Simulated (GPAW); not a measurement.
A run of GPAW 26.7.0 is set up as follows.

run.py

```python
from ase import Atoms
from ase.dft.bandgap import bandgap
from ase.io import write
from ase.units import Bohr, GPa
from gpaw import GPAW, PW, setup_paths
from gpaw.elf import elf_from_dft_calculation

setup_paths.insert(0, '.')

atoms = Atoms(['Pb'],
              cell=[[-1.9796595667, 1.9796595667, 1.9796595667],
                    [1.9796595667, -1.9796595667, 1.9796595667],
                    [1.9796595667, 1.9796595667, -1.9796595667]],
              scaled_positions=[[0.0, 0.0, 0.0]],
              pbc=True)

calc = GPAW(mode=PW(600),
            xc='PBEsol',
            kpts={'size': (9, 9, 9), 'gamma': True},
            occupations={'name': 'fermi-dirac', 'width': 0.05},
            nbands=14,
            convergence={'density': 1e-05, 'energy': 1e-05},
            maxiter=150,
            txt='gpaw.txt')
atoms.calc = calc
energy = atoms.get_potential_energy()
forces = atoms.get_forces()
stress = atoms.get_stress()
calc.write('gs.gpw')
write('result.traj', atoms)
print(f'Energy: {energy:.6f} eV')
print('Forces (eV/A):')
print(forces.round(4))
print('Stress (GPa):', (stress / GPa).round(3))
print('Fermi level:', round(calc.get_fermi_level(), 4), 'eV')
print(f'Gap: {bandgap(calc)[0]:.4f} eV, direct: {bandgap(calc, direct=True)[0]:.4f} eV')

# fields on the real-space grid
write('density.cube', atoms, data=calc.get_pseudo_density() * Bohr**3)
write('potential.cube', atoms, data=calc.get_electrostatic_potential())
write('elf.cube', atoms, data=elf_from_dft_calculation(calc).data)
```

Potentials or basis: PAW data sets generated in the run's folder for this functional, pw.

Run with:

```bash
$ gpaw-setup -f PBEsol Pb
$ OMP_NUM_THREADS=1 python run.py
```

Problem. Estimate the band gap on the k mesh.

Solution. None (metal or under the smearing width).

Problem. Estimate the pressure.

Solution. -2.2 GPa.

The run has no spin-orbit coupling, so splittings on Pb are missing.
